Before a band gap is assigned to a squeezed or stretched piece of cubic gallium nitride, someone has to decide whether to describe its state by pressure or by volume. If the pressure is known, the simplest step is to multiply it by one pressure coefficient, the change in gap per gigapascal. For this crystal that step is sound for a few gigapascals and badly wrong at a few tens. Volume is the better variable over the whole range computed here. A second decision is whether the calculated gap may stand for the real one, and there the answer is no: at zero pressure, where a measured value is at hand, the calculated gap is about 1.1 eV too small.

Zinc blende GaN (2-atom cell) at several volumes under hydrostatic strain, computed with Ansatz 0.2.0: DFT with the r2SCAN functional, PAW potentials, 500 eV plane-wave cutoff, 10×10×10 k mesh and fixed occupations, without spin polarisation or spin–orbit coupling. Gaps are the smallest found on the k mesh, at the named k points and along any path computed between them.

```tsv
volume (Å³/atom)	shortest distance (Å)	band gap (eV)	least direct gap (eV)
9.725	1.849	3.216	3.216
9.752	1.850	3.197	3.197
9.789	1.853	3.172	3.172
10.042	1.868	3.003	3.003
11.091	1.931	2.338	2.338
11.191	1.937	2.277	2.277
11.375	1.948	2.168	2.168
11.719	1.967	1.968	1.968
11.894	1.977	1.868	1.868
13.410	2.057	1.071	1.071
```

The volume V is counted per atom, and the shortest distance is the length of the Ga–N bond. The band gap is the energy between the highest filled and the lowest empty state. The least direct gap is the same quantity for a transition that keeps the crystal momentum. The two agree in every row because both states stay at Γ, the centre of the Brillouin zone, so no switch to another point of the zone interrupts the series.

## Why the gap depends on volume

The top of the filled bands consists mainly of nitrogen 2p states that bond to gallium. The lowest empty state is built from s orbitals of both atoms in an antibonding combination. These two states aren't partners in one bond. The s state has a bonding partner far below it, and the p states have antibonding partners far above them. When the atoms move closer, their orbitals overlap more, and each pair is driven further apart. The levels at Γ show this: between the cells at 11.719 and 9.789 Å³/atom the s pair widens from 18.5 to 21.4 eV and the p pair from 10.9 to 12.1 eV. The upper edge of the gap is the top of the s pair and its lower edge the bottom of the p pair, but the two edges don't share the work. The twofold gallium 3d level, which at Γ has no s or p state to mix with, can serve as a yardstick. Measured from it, the lowest empty state rises from 15.52 to 16.78 eV between the same two cells, while the top of the filled bands hardly moves, from 13.56 to 13.60 eV. On this yardstick the gap opens because the antibonding s state climbs, and the p pair widens at its empty upper end. The top of the filled bands is expected to hold still because stronger bonding pulls it down while repulsion from the threefold 3d level pushes it up; the spacing of the two 3d levels grows from 0.32 to 0.55 eV, which fits a growing repulsion. The 3d level isn't a perfectly fixed reference, so this division between the edges is an indication and no more. On balance the gap falls at every step of expansion, from 3.22 eV in the densest cell to 1.07 eV in the most open one.

In this picture the electrons respond to the distance between the atoms. Pressure enters only through the distance that it produces. That difference looks trivial, but it decides which rule survives.

## Where the pressure coefficient fails

The same calculation gives the pressure in each cell. The cell at 11.375 Å³/atom is free of pressure, the densest is under 43 GPa of compression, and the most open is under 23 GPa of tension. The two cells at 11.091 and 11.719 Å³/atom lie about 5 GPa to either side of zero. The difference between their gaps, divided by the difference between their pressures, gives a coefficient of 34 meV/GPa.

Near zero pressure this coefficient does its job. Carried to the densest cell, it puts the gap 0.43 eV too high, which is 41 % of the change that really occurs in the calculation. Carried to the most open cell, it again puts the gap too high, by 0.32 eV.

The sign of these two errors is the sign to look for. A coefficient of the wrong size would give a gap too high at one end and too low at the other. Errors of the same sign at opposite ends mean that the true curve bends away from the straight line on both sides. A better slope can't cure that, so the choice of variable has to be questioned.

## Why it fails: the crystal stiffens, the gap's response to volume barely changes

The pressure coefficient is a product of two factors. One is the response of the gap to a relative change of volume, written D = dE/d ln V, where E is the gap. The other is the change of volume that a pressure P brings about, which is set by the bulk modulus B, the resistance to compression:

dE/dP = −D / B

Either factor could vary along the series, and the data allow each to be examined alone. For D, the change in gap between the end members of a group of rows is divided by the change in ln V. This gives −6.64 eV for the four densest cells, −6.72 eV around zero pressure and −6.64 eV for the two most open cells. Averaged over these groups, the electronic factor agrees to about one per cent.

The bulk modulus, found from the same groups of rows, behaves quite differently. Its mean is 344 GPa in the dense group, 195 GPa around zero pressure and 121 GPa in the open pair. Nearly all of the bending therefore comes from the mechanics of the crystal. One gigapascal moves the gap less in a dense crystal because it moves the atoms less.

Two limits make this plain. Under strong compression the repulsion between the electron clouds of neighbouring atoms rises steeply, each further gigapascal gains less volume, and the pressure coefficient shrinks. Under strong tension the restoring force weakens towards the point where the crystal can bear no greater pull. There B goes to zero and the pressure coefficient grows without bound, although nothing unusual need happen to the gap as a function of volume.

The same product helps with a related crystal. If its band edges have the same character and its D is similar, the softer material will show the larger change per gigapascal.

## The rule that works, and one estimate in full

If D is constant, the gap is a straight line in the logarithm of the volume:

E = E₀ + D · ln(V/V₀)

Here E₀ and V₀ are the gap and volume of the pressure-free cell, and D = −6.72 eV comes from the same two cells as the pressure coefficient. This line meets every row of the table to within 0.01 eV, including the far rows that played no part in setting it.

The straight line is an observation over this range and has no claim to be a law. In the limit of widely separated atoms the levels no longer depend on volume, so the line must fail somewhere beyond the most open cell. It also applies only while the crystal keeps its zinc blende structure and is strained equally in all directions. A film stretched in its plane by a substrate changes shape as well as volume and needs a separate treatment.

When only the pressure is known, the volume has to be found first. For many solids the bulk modulus rises by roughly 4 GPa for each gigapascal of pressure. With that typical value, B = B₀ + 4P, and adding up the small relative changes of volume, dP/B, from zero to P gives

ln(V/V₀) = −¼ · ln(1 + 4P/B₀)

Take the cell at 10.042 Å³/atom, which is under 32.0 GPa and was not used to set D or B₀. With B₀ = 195 GPa the steps are:

- 4P/B₀ = 4 × 32.0 / 195 = 0.656
- ln(V/V₀) = −¼ × ln 1.656 = −0.126
- change in gap = −6.72 eV × (−0.126) = 0.85 eV
- gap = 2.17 eV + 0.85 eV = 3.02 eV

The full calculation gives 3.00 eV. The plain pressure coefficient gives 2.17 eV + 32.0 × 0.0344 eV = 3.27 eV, which is too high by more than a quarter of an electronvolt. The whole improvement comes from letting the crystal stiffen.

The estimate is less good under tension. In the most open cell it gives a gap 0.06 eV too high, whereas the line in ln V, supplied with the actual volume, stays within 0.01 eV. The error therefore lies in the step from pressure to volume: under strong tension this crystal softens faster than the assumed bulk modulus allows.

For small pressures the logarithm can be expanded, and this yields a quick test of whether the plain coefficient will do. Its relative error in the change of the gap is about 4P/(2B₀), or 2/195 per gigapascal, which is one per cent for each gigapascal. Compression makes the coefficient overstate the change, and tension makes it understate it. At 5 GPa that is harmless for most purposes; at 30 GPa it is a third of the effect. Under strong tension the quick test is too mild: in the most open cell it suggests about 23 %, while the actual miss is about 29 %.

## The failure that no curve reveals

The second failure can't be recognised from the shape of the curve. At zero pressure the calculated gap is 2.17 eV, while the measured gap of cubic GaN is roughly 3.3 eV, a recalled value. The calculation falls short by about 1.1 eV. A series can be perfectly smooth and still be displaced as a whole, so this error shows only against an outside reference.

A wrong density would be the first suspect, since the gap is so sensitive to volume. The rule above tests the idea: to raise the gap by 1.13 eV, ln V would have to fall by 1.13/6.72 = 0.168, a compression of about 15 %. Yet the calculated cube edge at zero pressure is 4.50 Å, close to the measured value of roughly 4.5 Å. The density is right and the gap is wrong.

This also exposes a trap in the first row. Its gap of 3.22 eV looks like good agreement with experiment, but that cell is under 43 GPa. The shortfall of the functional and the widening by compression happen to cancel there.

The cause lies in the functional. The calculation holds the atoms still and leaves out spin–orbit coupling, but including either effect would lower the calculated gap and widen the disagreement. A semilocal functional such as r2SCAN doesn't fully remove the repulsion of an electron with itself, which pushes localised filled levels too high. Its band energies also fall short of the full cost of taking an electron out of the crystal and putting one back in elsewhere.

The gallium 3d levels carry a visible trace of this. In the cell at 11.719 Å³/atom they lie 13.6 to 13.9 eV below the top of the filled bands at Γ, whereas experiment places them at roughly 17 eV, again a recalled value. Filled d levels that sit too close to the nitrogen 2p states repel them upwards and so narrow the gap. How much of the shortfall arises in this way is untested here.

## What to do with the numbers

Use the calculation for a first estimate of changes in the gap, and take the gap at zero pressure from experiment or from a method that treats the exchange between electrons better. Convert pressure to volume before converting volume to gap, unless the pressure is only a few gigapascals. For a small uniform strain, a change of one per cent in volume moves the gap by about 0.07 eV.

This recipe assumes that the shortfall of about 1.1 eV is the same in a dense crystal as in an open one. That is a guess, and this series can't test it, because every row carries the error of the same functional. A better method applied to just two of these cells, one at zero pressure and one strongly compressed, would show whether r2SCAN only displaces the line or also gets its slope wrong.
